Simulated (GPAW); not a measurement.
Crystal: ZnS (Wurtzite-2H).

```
Zn S
1.0
     3.81100    0.00000    0.00000
    -1.90550    3.30042    0.00000
     0.00000    0.00000    6.23400
Zn S
2 2
Direct
  0.66667 0.33333 0.50000
  0.33333 0.66667 0.00000
  0.66667 0.33333 0.88500
  0.33333 0.66667 0.38500
```

Base run:

```yaml
Program: GPAW 26.7.0
Functional: TB-mBJ
Potentials_or_basis: GPAW PAW data sets for LDA (gpaw-data 1.2.1)
Cutoff: 600 eV
Basis: pw
k_mesh: 6 × 6 × 3
Occupations: fermi-dirac, width 0.05 eV
Spin: no spin polarisation
```

Its results: band gap on the k mesh 3.81 eV, direct.

Task: The run is repeated on the same cell with these changes: functional from TB-mBJ to vdW-DF2; potentials or basis from GPAW PAW data sets for LDA (gpaw-data 1.2.1) to GPAW PAW data sets (gpaw-data 1.2.1). What comes out?

Result: Band gap on the k mesh 2.22 eV, direct.

Caveats: a model potential gives levels but no total energy (some runs).
